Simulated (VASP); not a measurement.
Crystal: CaO (Lime).

```
Ca O
1.0
     0.00000    2.38733    2.38733
     2.38733    0.00000    2.38733
     2.38733    2.38733    0.00000
Ca O
1 1
Direct
  0.00000 0.00000 0.00000
  0.50000 0.50000 0.50000
```

Base run:

| Property | Result |
| --- | --- |
| Program | VASP 6.6.1 |
| Functional | TB-mBJ |
| Potentials or basis | VASP PAW PBE potentials, release 64 (Ca_sv, O) |
| Cutoff | 520 eV |
| k mesh | 10 × 10 × 10 |
| Occupations | gaussian, width 0.03 eV |
| Spin | no spin polarisation |

Its results: band gap on the k mesh 5.28 eV, indirect (least direct gap 5.58 eV).

Q: After a change of settings the same cell gave: band gap on the k mesh 3.45 eV, indirect (least direct gap 3.82 eV). Which change was it?
A. functional from TB-mBJ to LDA; potentials or basis from VASP PAW PBE potentials, release 64 (Ca_sv, O) to VASP PAW LDA potentials, release 64 (Ca_sv, O)
B. functional from TB-mBJ to PBE; further incar settings from ALGO = Normal; EDIFF = 1e-06 to ALGO = Normal; EDIFF = 1e-06; NBANDS = 40
C. functional from TB-mBJ to PBE
D. functional from TB-mBJ to r2SCAN

A: A.
